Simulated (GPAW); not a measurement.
The system is Ni.

```
Ni
1.0
     2.45730    0.00000    0.00000
     1.22865    2.12808    0.00000
     1.22865    0.70936    2.00638
Ni
1
Direct
  0.00000 0.00000 0.00000
```

Base run:

| Property | Result |
| --- | --- |
| Program | GPAW 26.7.0 |
| Functional | PBEsol |
| Potentials or basis | PAW data sets generated in the run's folder for this functional |
| Cutoff | 600 eV |
| Basis | pw |
| k mesh | 11 × 11 × 11 |
| Occupations | fermi-dirac, width 0.05 eV |
| Spin | collinear spin, ferromagnetic start |
| Starting moments | [1.0] μB |

Its results: pressure 0.3 GPa; net moment 0.58 μB per cell; site moments Ni +0.61 μB.

Question: The run is repeated on the same cell with these changes: functional from PBEsol to WC. What comes out?

Answer: Pressure 1.1 GPa; net moment 0.58 μB per cell; site moments Ni +0.61 μB.

Caveats: the stock nickel data set gives pressures a few GPa off other programs.

Not every run made on this cell is shown here.
